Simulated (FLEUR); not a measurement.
# Pb (Fd-3m) in FLEUR: a series of runs, part 3 of 3

FLEUR MaX-R8.1 (later development tree).

## Step 4: Band structure, r2SCAN

Input file inp.xml:

```xml
<?xml version="1.0" encoding="UTF-8" standalone="no"?>
<fleurInput fleurInputVersion="0.39">
   <comment>
      Pb                                                                                                  
   </comment>
   <calculationSetup>
      <cutoffs Kmax="4.1" Gmax="12.7" GmaxXC="12.7" numbands="0"/>
      <scfLoop itmax="80" minDistance="0.0001" maxIterBroyd="30" imix="Anderson" alpha="0.05" precondParam="0.0" spinf="2.0" sdNocoIR="T"/>
      <coreElectrons ctail="F" frcor="F" kcrel="0" coretail_lmax="0"/>
      <xcFunctional name="LibXC" relativisticCorrections="F">
         <LibXCName exchange="mgga_x_r2scan" correlation="mgga_c_r2scan"/>
         <AuxGGA exchange="117" correlation="130"/>
      </xcFunctional>
      <magnetism jspins="1"/>
      <soc l_soc="F" theta="0.0" phi="0.0" spav="F"/>
      <expertModes spex="0" secvar="F"/>
      <geometryOptimization l_f="F" forcealpha="1.0" forcemix="BFGS" epsdisp="0.00001" epsforce="0.00001"/>
      <ldaU l_linMix="F" mixParam="0.05" spinf="1.0"/>
   </calculationSetup>
   <cell>
      <bzIntegration valenceElectrons="40.0" mode="hist" fermiSmearingEnergy="0.00183747">
         <kPointListSelection listName="default-1"/>
         <!-- k-points included here -->
         <xi:include xmlns:xi="http://www.w3.org/2001/XInclude" href="kpts.xml"> </xi:include>
      </bzIntegration>
      <!-- symmetry operations included here -->
      <xi:include xmlns:xi="http://www.w3.org/2001/XInclude" href="sym.xml"> </xi:include>
      <bulkLattice scale="1.0">
         <bravaisMatrix>
            <row-1>    0.0000000000000000     6.4987682473791999     6.4987682473791999</row-1>
            <row-2>    6.4987682473791999     0.0000000000000000     6.4987682473791999</row-2>
            <row-3>    6.4987682473791999     6.4987682473791999     0.0000000000000000</row-3>
         </bravaisMatrix>
      </bulkLattice>
   </cell>
   <atomSpecies>
      <species name="Lead (Pb)" element="Pb" atomicNumber="82">
         <mtSphere radius="2.58" gridPoints="863" logIncrement="0.016"/>
         <atomicCutoffs lmax="10" lnonsphr="10"/>
         <electronConfig flipSpins="F">
            <coreConfig>(1s1/2) (2s1/2) (2p1/2) (2p3/2) (3s1/2) (3p1/2) (3p3/2) (4s1/2) (3d3/2) (3d5/2) (4p1/2) (4p3/2) (4d3/2) (4d5/2) (4f5/2) (4f7/2) (5s1/2)</coreConfig>
            <valenceConfig>(5p1/2) (5p3/2) (6s1/2) (5d3/2) (5d5/2) (6p1/2) (6p3/2)</valenceConfig>
            <stateOccupation state="(6p1/2)" spinUp="0.333333" spinDown="0.333333"/>
            <stateOccupation state="(6p3/2)" spinUp="0.666667" spinDown="0.666667"/>
         </electronConfig>
         <energyParameters s="6" p="6" d="5" f="5"/>
         <lo type="SCLO" l="1" n="5" eDeriv="0"/>
         <lo type="SCLO" l="1" n="5" eDeriv="1"/>
         <lo type="SCLO" l="0" n="6" eDeriv="2"/>
         <lo type="SCLO" l="2" n="5" eDeriv="2"/>
         <lo type="SCLO" l="3" n="5" eDeriv="2"/>
      </species>
   </atomSpecies>
   <atomGroups>
      <atomGroup species="Lead (Pb)">
         <relPos label="                   1">1.000/8.000 1.000/8.000 1.000/8.000</relPos>
         <relPos label="                   2">-1.000/8.000 -1.000/8.000 -1.000/8.000</relPos>
         <force calculate="T" relaxXYZ="TTT"/>
      </atomGroup>
   </atomGroups>
   <output dos="F" band="F" slice="F">
      <checks vchk="F" cdinf="F"/>
      <bandDOS minEnergy="-.5*Htr" maxEnergy="0.5*Htr" sigma="0.015" storeEVData="T"/>
      <vacuumDOS vacdos="F" integ="F" star="F" nstars="0" locx1="0.0" locy1="0.0" locx2="0.0" locy2="0.0" nstm="0" tworkf="0.0"/>
      <unfoldingBand unfoldBand="F" supercellX="1" supercellY="1" supercellZ="1"/>
      <plotting iplot="0" polar="F">
         <plot TwoD="T" vec1="  1.0  0.0  0.0" vec2="  0.0  1.0  0.0" vec3="  0.0  0.0  1.0" zero="  0.0  0.0  0.0" file="plot"/>
      </plotting>
      <chargeDensitySlicing numkpt="0" minEigenval="0.0" maxEigenval="0.0" nnne="0" pallst="F"/>
      <specialOutput eonly="F"/>
      <moessbauerParams electricFieldGradient="T" isomerShift="T" coreHyperfine="T" valenceHyperfine="T"/>
      <magneticCircularDichroism mcd="F" energyLo="-10.0" energyUp="0.0"/>
   </output>
  <!-- We include the file relax.xml here to enable relaxations (see documentation) -->
  <xi:include xmlns:xi="http://www.w3.org/2001/XInclude" href="relax.xml"> <xi:fallback/> </xi:include>
</fleurInput>
```

Input file crystal.txt:

```
Pb
&input cartesian=F /
0.0000000000  3.4390000555  3.4390000555
3.4390000555  0.0000000000  3.4390000555
3.4390000555  3.4390000555  0.0000000000
1.8897261246
1.0 1.0 1.0

2
82 0.2500000000  0.2500000000  0.2500000000
82 0.0000000000  0.0000000000  0.0000000000

&kpt div1=7 div2=7 div3=7 gamma=T /
```

Input file inp.xml (bands):

```
<?xml version="1.0" encoding="UTF-8" standalone="no"?>
<fleurInput fleurInputVersion="0.39">
   <comment>
      Pb                                                                                                  
   </comment>
   <calculationSetup>
      <cutoffs Kmax="4.1" Gmax="12.7" GmaxXC="12.7" numbands="0"/>
      <scfLoop itmax="80" minDistance="0.0001" maxIterBroyd="30" imix="Anderson" alpha="0.05" precondParam="0.0" spinf="2.0" sdNocoIR="T"/>
      <coreElectrons ctail="F" frcor="F" kcrel="0" coretail_lmax="0"/>
      <xcFunctional name="LibXC" relativisticCorrections="F">
         <LibXCName exchange="mgga_x_r2scan" correlation="mgga_c_r2scan"/>
         <AuxGGA exchange="117" correlation="130"/>
      </xcFunctional>
      <magnetism jspins="1"/>
      <soc l_soc="F" theta="0.0" phi="0.0" spav="F"/>
      <expertModes spex="0" secvar="F"/>
      <geometryOptimization l_f="F" forcealpha="1.0" forcemix="BFGS" epsdisp="0.00001" epsforce="0.00001"/>
      <ldaU l_linMix="F" mixParam="0.05" spinf="1.0"/>
   </calculationSetup>
   <cell>
      <bzIntegration valenceElectrons="40.0" mode="hist" fermiSmearingEnergy="0.00183747">
         <kPointListSelection listName="path-1"/>
         <!-- k-points included here -->
         <xi:include xmlns:xi="http://www.w3.org/2001/XInclude" href="kpts.xml"> </xi:include>
      </bzIntegration>
      <!-- symmetry operations included here -->
      <xi:include xmlns:xi="http://www.w3.org/2001/XInclude" href="sym.xml"> </xi:include>
      <bulkLattice scale="1.0">
         <bravaisMatrix>
            <row-1>    0.0000000000000000     6.4987682473791999     6.4987682473791999</row-1>
            <row-2>    6.4987682473791999     0.0000000000000000     6.4987682473791999</row-2>
            <row-3>    6.4987682473791999     6.4987682473791999     0.0000000000000000</row-3>
         </bravaisMatrix>
      </bulkLattice>
   </cell>
   <atomSpecies>
      <species name="Lead (Pb)" element="Pb" atomicNumber="82">
         <mtSphere radius="2.58" gridPoints="863" logIncrement="0.016"/>
         <atomicCutoffs lmax="10" lnonsphr="10"/>
         <electronConfig flipSpins="F">
            <coreConfig>(1s1/2) (2s1/2) (2p1/2) (2p3/2) (3s1/2) (3p1/2) (3p3/2) (4s1/2) (3d3/2) (3d5/2) (4p1/2) (4p3/2) (4d3/2) (4d5/2) (4f5/2) (4f7/2) (5s1/2)</coreConfig>
            <valenceConfig>(5p1/2) (5p3/2) (6s1/2) (5d3/2) (5d5/2) (6p1/2) (6p3/2)</valenceConfig>
            <stateOccupation state="(6p1/2)" spinUp="0.333333" spinDown="0.333333"/>
            <stateOccupation state="(6p3/2)" spinUp="0.666667" spinDown="0.666667"/>
         </electronConfig>
         <energyParameters s="6" p="6" d="5" f="5"/>
         <lo type="SCLO" l="1" n="5" eDeriv="0"/>
         <lo type="SCLO" l="1" n="5" eDeriv="1"/>
         <lo type="SCLO" l="0" n="6" eDeriv="2"/>
         <lo type="SCLO" l="2" n="5" eDeriv="2"/>
         <lo type="SCLO" l="3" n="5" eDeriv="2"/>
      </species>
   </atomSpecies>
   <atomGroups>
      <atomGroup species="Lead (Pb)">
         <relPos label="                   1">1.000/8.000 1.000/8.000 1.000/8.000</relPos>
         <relPos label="                   2">-1.000/8.000 -1.000/8.000 -1.000/8.000</relPos>
         <force calculate="T" relaxXYZ="TTT"/>
      </atomGroup>
   </atomGroups>
   <output dos="F" band="T" slice="F">
      <checks vchk="F" cdinf="F"/>
      <bandDOS minEnergy="-.5*Htr" maxEnergy="0.5*Htr" sigma="0.015" storeEVData="T"/>
      <vacuumDOS vacdos="F" integ="F" star="F" nstars="0" locx1="0.0" locy1="0.0" locx2="0.0" locy2="0.0" nstm="0" tworkf="0.0"/>
      <unfoldingBand unfoldBand="F" supercellX="1" supercellY="1" supercellZ="1"/>
      <plotting iplot="0" polar="F">
         <plot TwoD="T" vec1="  1.0  0.0  0.0" vec2="  0.0  1.0  0.0" vec3="  0.0  0.0  1.0" zero="  0.0  0.0  0.0" file="plot"/>
      </plotting>
      <chargeDensitySlicing numkpt="0" minEigenval="0.0" maxEigenval="0.0" nnne="0" pallst="F"/>
      <specialOutput eonly="F"/>
      <moessbauerParams electricFieldGradient="T" isomerShift="T" coreHyperfine="T" valenceHyperfine="T"/>
      <magneticCircularDichroism mcd="F" energyLo="-10.0" energyUp="0.0"/>
   </output>
  <!-- We include the file relax.xml here to enable relaxations (see documentation) -->
  <xi:include xmlns:xi="http://www.w3.org/2001/XInclude" href="relax.xml"> <xi:fallback/> </xi:include>
</fleurInput>
```

Potentials or basis: all-electron, FLAPW.

On the command line:

```
inpgen -f crystal.txt -profile fastHighL
# inp.xml edited to the form shown
fleur_MPI
fleur_MPI   # second run, on inp.xml (bands)
```

Standard output:

```text
Welcome to FLEUR        (www.flapw.de)
      MaX-Release 8.1          (www.max-centre.eu)
 func_ids         498         497         498         497
 MetaGGA potential functional detected - V_tau will be computed
 Auxiliary Potential for radial basis: exchange=         117  correlation=         130
The functional 'Re-regularized SCAN exchange by Furness et al' is an exchange functional, it belongs to the 'MGGA' family and is defined in the reference(s):
[1] J. W. Furness, A. D. Kaplan, J. Ning, J. P. Perdew, and J. Sun.,  J. Phys. Chem. Lett. 11, 8208-8215 (2020)
[2] J. W. Furness, A. D. Kaplan, J. Ning, J. P. Perdew, and J. Sun.,  J. Phys. Chem. Lett. 11, 9248-9248 (2020)
The functional 'Re-regularized SCAN correlation by Furness et al' is a correlation functional, it belongs to the 'MGGA' family and is defined in the reference(s):
[1] J. W. Furness, A. D. Kaplan, J. Ning, J. P. Perdew, and J. Sun.,  J. Phys. Chem. Lett. 11, 8208-8215 (2020)
[2] J. W. Furness, A. D. Kaplan, J. Ning, J. P. Perdew, and J. Sun.,  J. Phys. Chem. Lett. 11, 9248-9248 (2020)
 Using same functional for VXC and EXC

 ========== k-point set info ==========
 Selected k-point list: default-1
 k-point list type: mesh
 7 x 7 x 7
 Number of k points: 20

 ------------Calculation Setup---------------------------
 Number of MPI-tasks      :            1
 Number of PE/node        :            1
 Number of OMP-threads    :            1
 Most efficient MPI parallelization for:
           1           2           4           5          10          20
 Additional eigenvalue parallelization possible
 Number of basis functions:          716
 Approximate size of matrices (H+S) per k-point:         0.008 GB
 --------------------------------------------------------
The functional 'Hammer, Hansen, and Norskov' is an exchange functional, it belongs to the 'GGA' family and is defined in the reference(s):
[1] B. Hammer, L. B. Hansen, and J. K. Nørskov.,  Phys. Rev. B 59, 7413 (1999)
The functional 'Perdew, Burke & Ernzerhof' is a correlation functional, it belongs to the 'GGA' family and is defined in the reference(s):
[1] J. P. Perdew, K. Burke, and M. Ernzerhof.,  Phys. Rev. Lett. 77, 3865 (1996)
[2] J. P. Perdew, K. Burke, and M. Ernzerhof.,  Phys. Rev. Lett. 78, 1396 (1997)
 Using same functional for VXC and EXC
 Using auxiliary GGA potential for the first iteration of MetaGGA calculation.
 Reset of history
 Reset of history
 Iteration:     1   Distance:      46.63865903 me/bohr^3
The functional 'Hammer, Hansen, and Norskov' is an exchange functional, it belongs to the 'GGA' family and is defined in the reference(s):
[1] B. Hammer, L. B. Hansen, and J. K. Nørskov.,  Phys. Rev. B 59, 7413 (1999)
The functional 'Perdew, Burke & Ernzerhof' is a correlation functional, it belongs to the 'GGA' family and is defined in the reference(s):
[1] J. P. Perdew, K. Burke, and M. Ernzerhof.,  Phys. Rev. Lett. 77, 3865 (1996)
[2] J. P. Perdew, K. Burke, and M. Ernzerhof.,  Phys. Rev. Lett. 78, 1396 (1997)
 Using same functional for VXC and EXC
 Iteration:     2   Distance:      44.26005093 me/bohr^3
The functional 'Hammer, Hansen, and Norskov' is an exchange functional, it belongs to the 'GGA' family and is defined in the reference(s):
[1] B. Hammer, L. B. Hansen, and J. K. Nørskov.,  Phys. Rev. B 59, 7413 (1999)
The functional 'Perdew, Burke & Ernzerhof' is a correlation functional, it belongs to the 'GGA' family and is defined in the reference(s):
[1] J. P. Perdew, K. Burke, and M. Ernzerhof.,  Phys. Rev. Lett. 77, 3865 (1996)
[2] J. P. Perdew, K. Burke, and M. Ernzerhof.,  Phys. Rev. Lett. 78, 1396 (1997)
 Using same functional for VXC and EXC
 Iteration:     3   Distance:      42.02722148 me/bohr^3
The functional 'Hammer, Hansen, and Norskov' is an exchange functional, it belongs to the 'GGA' family and is defined in the reference(s):
[1] B. Hammer, L. B. Hansen, and J. K. Nørskov.,  Phys. Rev. B 59, 7413 (1999)
The functional 'Perdew, Burke & Ernzerhof' is a correlation functional, it belongs to the 'GGA' family and is defined in the reference(s):
[1] J. P. Perdew, K. Burke, and M. Ernzerhof.,  Phys. Rev. Lett. 77, 3865 (1996)
[2] J. P. Perdew, K. Burke, and M. Ernzerhof.,  Phys. Rev. Lett. 78, 1396 (1997)
 Using same functional for VXC and EXC
 Iteration:     4   Distance:       1.32272315 me/bohr^3
The functional 'Hammer, Hansen, and Norskov' is an exchange functional, it belongs to the 'GGA' family and is defined in the reference(s):
[1] B. Hammer, L. B. Hansen, and J. K. Nørskov.,  Phys. Rev. B 59, 7413 (1999)
The functional 'Perdew, Burke & Ernzerhof' is a correlation functional, it belongs to the 'GGA' family and is defined in the reference(s):
[1] J. P. Perdew, K. Burke, and M. Ernzerhof.,  Phys. Rev. Lett. 77, 3865 (1996)
[2] J. P. Perdew, K. Burke, and M. Ernzerhof.,  Phys. Rev. Lett. 78, 1396 (1997)
 Using same functional for VXC and EXC
 Iteration:     5   Distance:       0.56400205 me/bohr^3
The functional 'Hammer, Hansen, and Norskov' is an exchange functional, it belongs to the 'GGA' family and is defined in the reference(s):
[... 39 lines left out ...]
 Using same functional for VXC and EXC
 Iteration:    11   Distance:       0.00160121 me/bohr^3
The functional 'Hammer, Hansen, and Norskov' is an exchange functional, it belongs to the 'GGA' family and is defined in the reference(s):
[1] B. Hammer, L. B. Hansen, and J. K. Nørskov.,  Phys. Rev. B 59, 7413 (1999)
The functional 'Perdew, Burke & Ernzerhof' is a correlation functional, it belongs to the 'GGA' family and is defined in the reference(s):
[1] J. P. Perdew, K. Burke, and M. Ernzerhof.,  Phys. Rev. Lett. 77, 3865 (1996)
[2] J. P. Perdew, K. Burke, and M. Ernzerhof.,  Phys. Rev. Lett. 78, 1396 (1997)
 Using same functional for VXC and EXC
 Iteration:    12   Distance:       0.00120086 me/bohr^3
The functional 'Hammer, Hansen, and Norskov' is an exchange functional, it belongs to the 'GGA' family and is defined in the reference(s):
[1] B. Hammer, L. B. Hansen, and J. K. Nørskov.,  Phys. Rev. B 59, 7413 (1999)
The functional 'Perdew, Burke & Ernzerhof' is a correlation functional, it belongs to the 'GGA' family and is defined in the reference(s):
[1] J. P. Perdew, K. Burke, and M. Ernzerhof.,  Phys. Rev. Lett. 77, 3865 (1996)
[2] J. P. Perdew, K. Burke, and M. Ernzerhof.,  Phys. Rev. Lett. 78, 1396 (1997)
 Using same functional for VXC and EXC
 Iteration:    13   Distance:       0.00015859 me/bohr^3
The functional 'Hammer, Hansen, and Norskov' is an exchange functional, it belongs to the 'GGA' family and is defined in the reference(s):
[1] B. Hammer, L. B. Hansen, and J. K. Nørskov.,  Phys. Rev. B 59, 7413 (1999)
The functional 'Perdew, Burke & Ernzerhof' is a correlation functional, it belongs to the 'GGA' family and is defined in the reference(s):
[1] J. P. Perdew, K. Burke, and M. Ernzerhof.,  Phys. Rev. Lett. 77, 3865 (1996)
[2] J. P. Perdew, K. Burke, and M. Ernzerhof.,  Phys. Rev. Lett. 78, 1396 (1997)
 Using same functional for VXC and EXC
 Iteration:    14   Distance:       0.00001265 me/bohr^3

 ********************************************************************
 Run finished successfully
 Stop message:
   all done
 ********************************************************************
```

Run time: 63 s. Hardware: 1 thread of Arm Neoverse V2, shared host; peak memory 0.09 GiB.

Results:

```
Free energy                                           : -1138858.4989 eV
Band gap along the path                               : none (metal or under the smearing width)
Valence electrons inside the program's atomic spheres : Pb 17.92 (radii Pb 2.58 bohr)
```

Levels at the corners of the path, in eV from the Fermi level:
| point | band 18 | band 19 | band 20 | band 21 | band 22 | band 23 |
| --- | --- | --- | --- | --- | --- | --- |
| Γ | -3.87 | 0.39 | 0.39 | 0.39 | 2.61 | 2.61 |
| X | -8.81 | -2.06 | -2.06 | 1.01 | 1.01 | 7.61 |
| W | -8.78 | -2.52 | -2.52 | 2.99 | 2.99 | 4.49 |
| K | -8.35 | -2.83 | -1.72 | 1.15 | 3.26 | 5.48 |
| Γ | -3.87 | 0.39 | 0.39 | 0.39 | 2.61 | 2.61 |
| L | -7.34 | -0.87 | -0.80 | -0.80 | 3.80 | 3.80 |
| U | -8.35 | -2.83 | -1.72 | 1.15 | 3.26 | 5.48 |
| W | -8.78 | -2.52 | -2.52 | 2.99 | 2.99 | 4.49 |
| L | -7.34 | -0.87 | -0.80 | -0.80 | 3.80 | 3.80 |
| K | -8.35 | -2.83 | -1.72 | 1.15 | 3.26 | 5.48 |
| U | -8.35 | -2.83 | -1.72 | 1.15 | 3.26 | 5.48 |
| X | -8.81 | -2.06 | -2.06 | 1.01 | 1.01 | 7.61 |

Core levels (eV from the Fermi level):
```
atom                                                                                                                                                                                                                                                     levels
1 Pb  1s1/2 -87981.5, 2s1/2 -15719.3, 2p1/2 -15092.3, 2p3/2 -12902.4, 3s1/2 -3769.9, 3p1/2 -3487.7, 3p3/2 -2999.0, 4s1/2 -850.4, 3d3/2 -2536.6, 3d5/2 -2432.6, 4p1/2 -728.3, 4p3/2 -608.8, 4d3/2 -410.3, 4d5/2 -388.0, 4f5/2 -131.1, 4f7/2 -126.1, 5s1/2 -139.4
2 Pb  1s1/2 -87981.5, 2s1/2 -15719.3, 2p1/2 -15092.3, 2p3/2 -12902.4, 3s1/2 -3769.9, 3p1/2 -3487.7, 3p3/2 -2999.0, 4s1/2 -850.4, 3d3/2 -2536.6, 3d5/2 -2432.6, 4p1/2 -728.3, 4p3/2 -608.8, 4d3/2 -410.3, 4d5/2 -388.0, 4f5/2 -131.1, 4f7/2 -126.1, 5s1/2 -139.4
```

Caveat: the meta-GGA is that of a development version, with a GGA for the radial functions and cores and without core tails; spin-orbit coupling is left out, which moves the levels of the heavy elements.
